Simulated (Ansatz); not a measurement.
Start from `O=[C](O)[GeH3]` and change one atom or group to get `CCC(=O)O`.

Ansatz, PBE0-D4/def2-TZVP geometries, multiplicity 1. Each molecule was computed in one conformer, which needn't be the lowest.

Scalar relativity is left out up to krypton.

| property | `O=[C](O)[GeH3]` |
| --- | --- |
| LUMO energy (B3LYP/def2-TZVPP) / eV | -0.84 |
| zero-point energy (PBE0-D4/def2-TZVP) / kJ/mol | 123.6 |
| HOMO energy (B3LYP/def2-TZVPP) / eV | -7.66 |
| size of the dipole moment (PBE/def2-TZVPP) / D | 1.35 |
| size of the dipole moment (ωB97M-V/def2-TZVPP) / D | 1.46 |
| HOMO energy (ωB97M-V/def2-TZVPP) / eV | -10.18 |

Problem. Give the same properties after the change, and the shifts. (Best estimate.)

Solution. The calculation gave: 
```json
{"property": "LUMO energy (B3LYP/def2-TZVPP) / eV", "`CCC(=O)O`": "-0.01", "shift": "0.83"}
{"property": "zero-point energy (PBE0-D4/def2-TZVP) / kJ/mol", "`CCC(=O)O`": "238.3", "shift": "114.7"}
{"property": "HOMO energy (B3LYP/def2-TZVPP) / eV", "`CCC(=O)O`": "-7.85", "shift": "-0.19"}
{"property": "size of the dipole moment (PBE/def2-TZVPP) / D", "`CCC(=O)O`": "1.57", "shift": "0.22"}
{"property": "size of the dipole moment (ωB97M-V/def2-TZVPP) / D", "`CCC(=O)O`": "1.63", "shift": "0.17"}
{"property": "HOMO energy (ωB97M-V/def2-TZVPP) / eV", "`CCC(=O)O`": "-10.54", "shift": "-0.36"}
```

With PBE0 the HOMO falls by 0.21 eV and the LUMO rises by 0.87 eV, so the gap widens by about 1.08 eV. PBE moves the HOMO by -0.01 eV and ωB97M-V by -0.36 eV. The zero-point energy changes by 114.7 kJ/mol with +9 modes. Dipoles are sizes alone; their direction can turn.

B3LYP here is the variant with VWN-RPA as its local correlation; programs differ in this.

Positive LUMOs are unbound, so they and the gaps depend on the basis.
